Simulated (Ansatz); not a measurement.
# AlNi: the cost of one run

Method: DFT PBE, scalar-relativistic, plane waves, PAW, in Ansatz 0.2.0.

5 further runs of the same task are left out: 3 that didn't finish, 2 set aside as unsound or not needed.

### Step 1. Starting point

Symmetry: Pm-3m, No. 221, cubic system. The conventional cell has a = 2.893 Å, b = 2.893 Å, c = 2.893 Å, α = 90.00°, β = 90.00°, γ = 90.00°. Al (site symmetry m-3m) has 8 Ni at 2.51 Å as nearest neighbours. Ni (site symmetry m-3m) has 8 Al at 2.51 Å as nearest neighbours.

Structure file:

```cif
data_structure
_symmetry_space_group_name_H-M 'Pm-3m'
_symmetry_Int_Tables_number 221
_cell_length_a 2.8931
_cell_length_b 2.8931
_cell_length_c 2.8931
_cell_angle_alpha 90.000
_cell_angle_beta 90.000
_cell_angle_gamma 90.000
_cell_volume 24.21
loop_
_atom_site_label
_atom_site_type_symbol
_atom_site_symmetry_multiplicity
_atom_site_Wyckoff_symbol
_atom_site_fract_x
_atom_site_fract_y
_atom_site_fract_z
_atom_site_occupancy
Al1 Al 1 a 0.00000 0.00000 0.00000 1
Ni1 Ni 1 b 0.50000 0.50000 0.50000 1
```

This cell was relaxed beforehand with the same method: volume 12.11 Å³/atom, gap on the mesh none (metal).

### Step 2. Zero of energy

The reference gives a free energy of -6378.5349 eV, pressure 0.01 GPa, largest force 0.000 eV/Å and gap on the mesh none (metal). It was computed beforehand with the settings of the runs below.

### Step 3. The scan: a two-dimensional strain map

The cell is strained by p along both x and y and by q along z, with fractional coordinates fixed.

### Step 4. At p = -0.050, q = -0.050

File input.yaml:

```yaml
crystal:
  lattice:
    - [2.7484293516, 0.0, 0.0]
    - [0.0, 2.7484293516, 0.0]
    - [0.0, 0.0, 2.7484293516]
  atoms:
    - { symbol: Al, position: [0.0, 0.0, 0.0] }
    - { symbol: Ni, position: [0.5, 0.5, 0.5] }
basis:
  ecutwfc: 420
kpoints:
  mp_grid: { grid: [20, 20, 20] }
hamiltonian:
  xc: pbe
scf:
  occupations: { method: gaussian, width: 0.15 }
output:
  forces: true
  stress: true
  eigenvalues: true
```

The run is started by

```bash
ansatz run input.yaml --threads 2 --pin off --max-ram 5120MiB --backend cpu --events-out ev --progress --plain --runs-dir out
```

Q: Estimate wall time and peak memory on 2 threads of Arm Neoverse V2, shared host.

About 1.8 s, with a peak of 0.36 GiB.
